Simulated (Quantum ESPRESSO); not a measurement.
Runs of Quantum ESPRESSO 7.5 on CsSnBr3. It takes space group Pm-3m (No. 221, cubic). Conventional cell: a = 5.839 Å, b = 5.839 Å, c = 5.839 Å, α = 90.00°, β = 90.00°, γ = 90.00°. Cs (site symmetry m-3m) is surrounded by 12 Br at 4.13 Å. Around Sn (site symmetry m-3m) lie 6 Br at 2.92 Å. Br (site symmetry 4/mmm) has 2 Sn at 2.92 Å as nearest neighbours. The cell is a database's computed one.

```tsv
task	level	potentials or basis	cutoff (eV)	form of the LDA correlation	pressure (GPa)	V0 of scaled cells (Å³/atom)	B0 (GPa)
band structure	LDA	GBRV 1.5 LDA	925	PZ81	-2.1	-	-
single point	PBE	SSSP 1.3 efficiency PBE	816	-	0.5	-	-
equation of state	PBEsol	GBRV 1.5 PBEsol	925	-	-	38.07	(b)
equation of state	PBE	SSSP 1.3 efficiency PBE	816	-	-	40.83	(a)
```

Alike in all rows: no spin polarisation; cell as given; k mesh 5 × 5 × 5; smearing fermi-dirac 0.05 eV.

Q: Estimate the missing entries.

A: (a) 19; (b) 22.
